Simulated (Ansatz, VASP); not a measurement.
Two plane-wave programs on SnS2 (Berndtite-2T)

INCAR

```
PREC = Accurate
ENCUT = 520
EDIFF = 1E-7
ISMEAR = -1
SIGMA = 0.05
LREAL = F
LASPH = T
NELM = 100
ALGO = Normal
ISIF = 2
LWAVE = F
LCHARG = F
GGA = PE
NBANDS = 20
```

KPOINTS

```
regular mesh
0
Gamma
  8 8 5
```

The input POSCAR:

```
SnS2
1.0
    3.6145764453      0.0000000000      0.0000000000
   -1.8072882227      3.1303150256      0.0000000000
    0.0000000000      0.0000000000      5.8286162630
Sn S
1 2
Direct
    0.0000000000      0.0000000000      0.0000000000
    0.6666666667      0.3333333333      0.7500000000
    0.3333333333      0.6666666667      0.2500000000
```

input.yaml

```yaml
crystal:
  lattice:
    - [3.6145764453, 0.0, 0.0]
    - [-1.8072882227, 3.1303150256, 0.0]
    - [0.0, 0.0, 5.828616263]
  atoms:
    - { symbol: Sn, position: [0.0, 0.0, 0.0] }
    - { symbol: S, position: [0.6666666667, 0.3333333333, 0.75] }
    - { symbol: S, position: [0.3333333333, 0.6666666667, 0.25] }
hamiltonian:
  xc: pbe
  pseudopotentials: { kind: paw }
kpoints:
  mp_grid: { grid: [8, 8, 5] }
scf:
  occupations: { method: fermi_dirac, width: 0.05 }
output:
  forces: true
  stress: true
  eigenvalues: true
```

Change from the starting cell: volume scaled by 0.98.

Alike in both runs: task single point; functional PBE; k mesh 8 × 8 × 5; occupations fermi-dirac, width 0.05 eV; no spin polarisation.

```csv
,VASP,Ansatz
version,VASP 6.6.1,Ansatz 0.2.0
potentials or method,"VASP PAW PBE potentials, release 64 (Sn_d, S)",Ansatz PAW
plane-wave cutoff (eV),520,420
valence electrons in the cell,26,26
```

Ansatz gave:

| Property | Result |
| --- | --- |
| gap on the k mesh at the Fermi level (eV) | 1.51 |
| least direct gap on the mesh (eV) | 2.00 |
| pressure (GPa) | 6.2 |
| largest component of the traceless stress (GPa) | 0.38 |
| rms of the force components (eV/Å) | 0.215 |

Task: What did VASP give for the same quantities?

Result: gap on the k mesh at the Fermi level (eV): 1.52; least direct gap on the mesh (eV): 2.00; pressure (GPa): 6.1; largest component of the traceless stress (GPa): 0.35; rms of the force components (eV/Å): 0.212.

Atom by atom the forces differ by 0.004 eV/Å (rms over components). The functional is the same, so the differences come from potentials, cutoffs and numerics.

Caveats: spin-orbit coupling is left out, which moves the levels of the heavy elements; this functional lacks dispersion, which binds the layers, so the pressure and a relaxed spacing across them are unreliable; an odd mesh through Γ misses points on the zone boundary, where band edges often lie (VASP); odd divisions of the mesh miss points on the zone boundary, where band edges often lie, so the gap on the mesh can be too wide (Ansatz).
